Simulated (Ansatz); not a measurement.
**Strain and the gap of CdS (F-43m)**

CdS (started from an entry of an open crystallographic database), relaxed with r2SCAN in Ansatz 0.2.0. It is cubic, F-43m (No. 216); conventional cell a = 5.878 Å, 25.39 Å³ an atom. Around Cd lie 4 S at 2.55 Å; around S lie 4 Cd at 2.55 Å.

The axes x, y and z are those of this cell:
```
Cd S
1.0
     0.00000    2.93921    2.93921
     2.93921    0.00000    2.93921
     2.93921    2.93921    0.00000
Cd S
1 1
Cartesian
  0.0000 0.0000 0.0000
  1.4696 1.4696 1.4696
```

Unstrained: PBE gives a direct gap of 1.095 eV at Γ. The r2SCAN gap is direct at Γ: 1.543 eV. With HSE06 the gap is 2.106 eV and direct, at Γ. Meshes: PBE 8×8×8, r2SCAN 8×8×8, HSE06 6×6×6. Strains are changes of length per length, and xy shears are angles. After each strain the atoms were relaxed again with r2SCAN within the symmetry that the strain leaves, so tilts or polar shifts that break it weren't tested; points keep the names that they have in the unstrained zone. The values are computed, spin-unpolarised, and not measurements.

Changes of the least gap in eV (an overlap counts as a negative gap):
```json
{"strain": "xy shear, engineering strain (angle) +4.15 %", "volume change (%)": "0.0", "space group": "Imm2", "PBE": "-0.092", "r2SCAN": "-0.097", "HSE06": "-0.097", "G0W0@PBE (mesh)": "-0.10", "energy rise, r2SCAN (meV/atom)": "3.5"}
{"strain": "uniaxial -0.66 % along x", "volume change (%)": "-0.7", "space group": "I-4m2", "PBE": "+0.002", "r2SCAN": "+0.001", "HSE06": "+0.004", "G0W0@PBE (mesh)": "+0.01", "energy rise, r2SCAN (meV/atom)": "0.2"}
{"strain": "uniaxial +1.14 % along z", "volume change (%)": "+1.1", "space group": "I-4m2", "PBE": "-0.036", "r2SCAN": "-0.038", "HSE06": "-0.040", "G0W0@PBE (mesh)": "-0.05", "energy rise, r2SCAN (meV/atom)": "0.8"}
{"strain": "epitaxial -4.88 % in the xy plane, free normal strain +6.83 %", "volume change (%)": "-3.3", "space group": "I-4m2", "PBE": "-0.099", "r2SCAN": "-0.094", "HSE06": "-0.096", "G0W0@PBE (mesh)": "-0.10", "energy rise, r2SCAN (meV/atom)": "19.6"}
```
Unstrained, G0W0@PBE with 211 empty bands, a screening cutoff of 150 eV and a 4×4×4 mesh gives 1.76 eV on its mesh; the band count follows the volume. G0W0 values are finite-basis, finite-mesh values.

Xy shear, engineering strain (angle) +4.15 %. HSE06: the gap goes from 2.106 to 2.009 eV (-0.097 eV); with r2SCAN the top three valence levels at Γ, degenerate before, become 1+1+1 from the top over 161 meV. Stress change with r2SCAN, compression positive: xx -0.02, yy -0.02, zz -0.04, xy -1.08 GPa.

Uniaxial -0.66 % along x, other directions held. HSE06: the gap goes from 2.106 to 2.110 eV (+0.004 eV); with r2SCAN the top three valence levels at Γ, degenerate before, become 1+2 from the top over 20 meV. Stress change with r2SCAN, compression positive: xx +0.48, yy +0.37, zz +0.37 GPa.

Uniaxial +1.14 % along z, other directions held. HSE06: the gap goes from 2.106 to 2.066 eV (-0.040 eV); with r2SCAN the top three valence levels at Γ, degenerate before, become 2+1 from the top over 35 meV. Stress change with r2SCAN, compression positive: xx -0.60, yy -0.60, zz -0.82 GPa.

Epitaxial -4.88 % in the xy plane, free normal strain +6.83 %. HSE06: the gap goes from 2.106 to 2.010 eV (-0.096 eV); with r2SCAN the top three valence levels at Γ, degenerate before, become 2+1 from the top over 446 meV. Stress change with r2SCAN, compression positive: xx +2.67, yy +2.67, zz +0.02 GPa.

Spin-orbit coupling is left out.

The meshes of the hybrids are coarse, so their gaps aren't converged to the digits shown.

The splittings at Γ are without spin-orbit coupling, which regroups them where it is of like size or larger.

With a shallow d shell on the cation, G0W0 converges slowly in bands and cutoff, so these values are in doubt.
